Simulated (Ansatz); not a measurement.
Runs of Ansatz 0.2.0 on TiC. It takes space group Fm-3m (No. 225, cubic). Conventional cell: a = 4.331 Å, b = 4.331 Å, c = 4.331 Å, α = 90.00°, β = 90.00°, γ = 90.00°. Ti (site symmetry m-3m) has 6 C at 2.17 Å as nearest neighbours. C (site symmetry m-3m) is surrounded by 6 Ti at 2.17 Å. The cell is a database's computed one.

```tsv
task	level	cell	k mesh	smearing	points for each segment of the path	mesh quality	gap on the mesh (eV)	pressure (GPa)
band structure	HSE06	as given	6 × 6 × 6	fermi-dirac 0.05 eV	4	coarse	none	-4.7
single point	RPBE	as given	11 × 11 × 11	gaussian 0.02 eV	-	not flagged	none	4.9
relaxation of cell and atoms	revPBE+D3(BJ)	relaxed	11 × 11 × 11	tetrahedron	-	not flagged	none	0.0
single point	PBEsol	as given	11 × 11 × 11	gaussian 0.02 eV	-	not flagged	none	(a)
```

Alike in all rows: potentials or basis Ansatz PAW; no spin polarisation; cutoff (eV) 420.

Q: Estimate the missing entries.

A: (a) -6.7.

Caveats: some runs use coarse meshes; the PAW data sets come from PBE, with cores solved anew for the run's functional, which leaves a small shift of forces and pressure; the thresholds are loose for stress (some runs); the plane-wave basis is chosen anew once the cell has moved, so the energies of steps on either side of that aren't comparable (some runs); pairwise dispersion overbinds metals, which lowers pressure and volume (some runs); with tetrahedron occupations forces and stress needn't match the slope of the energy (some runs).

A gap of «none» marks a metal or a gap under the smearing width.
